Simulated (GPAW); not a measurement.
The system is SrO.

```
CELL_PARAMETERS angstrom
0.00000 2.56630 2.56630
2.56630 0.00000 2.56630
2.56630 2.56630 0.00000
ATOMIC_POSITIONS crystal
Sr 0.50000 0.50000 0.50000
O 0.00000 0.00000 0.00000
```

Program: GPAW 26.7.0. Alike in all runs: task band structure; no spin polarisation; cell as given; k mesh 9 × 9 × 9; cutoff (eV) 800; smearing fermi-dirac 0.05 eV.

**Question.** Order these runs on this cell by their band gap on the k mesh, lowest first.
A. level LDA; potentials or basis the program's PAW data sets (release 1.2.1) made for this functional, pw; band points 60
B. level BLYP; potentials or basis PAW data sets generated in the run's folder for this functional, pw; band points 60; eigensolver davidson
C. level r2SCAN; potentials or basis GPAW PAW data sets (gpaw-data 1.2.1), pw; band points 80

**Answer.** A (3.26 eV), B (3.55 eV), C (3.89 eV).

A k mesh can miss the band edges.

Runs at the PBE level aren't shown here.
